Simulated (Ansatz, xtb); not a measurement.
## Loss of CH4: C5H10 → C4H6 + CH4

Species: C5H10 (1,1-dimethylcyclopropane) `CC1(C)CC1`, singlet; C4H6 (methylenecyclopropane) `C=C1CC1`, singlet; CH4 (methane) `C`, singlet. 

Shapes, held fixed at every level: PBE0-D4/def2-TZVP. Programs: Ansatz 0.2.0, xtb 6.7.1. The zero-point and thermal change to 298 K, harmonic and unscaled (PBE0-D4/def2-TZVP), is -13.7 kJ/mol.

```csv
level,kind,ΔH(298 K) (kJ/mol),less CCSD(T)/CBS estimate
GFN2-xTB,semi-empirical,+145.7,+16.4
HF/def2-TZVPP,Hartree–Fock,+102.9,-26.4
SPW92/def2-TZVPP,LDA,+158.0,+28.7
BHLYP-D4/def2-TZVPP,global hybrid,+126.3,-3.0
wB97M-V/def2-TZVPP,range-separated hybrid,+128.8,-0.5
MP2/def2-SVP,perturbation theory,+149.3,+20.0
MP2/def2-TZVPP,perturbation theory,+140.6,+11.3
CCSD/def2-TZVPP,coupled cluster or CI,+128.7,-0.6
CCSD(T)/CBS estimate,coupled cluster or CI,+129.3,0.0
```

The highest level, CCSD(T)/CBS estimate, gives ΔH(298 K) = +129.3 kJ/mol; the levels span +102.9 to +158.0. The column of differences is taken from that level and isn't an error. No measured value is set beside it here. The CBS estimate extrapolates MP2 from def2-TZVPP and def2-QZVPP and adds CCSD(T) − MP2 in the triple-zeta set, cores frozen.
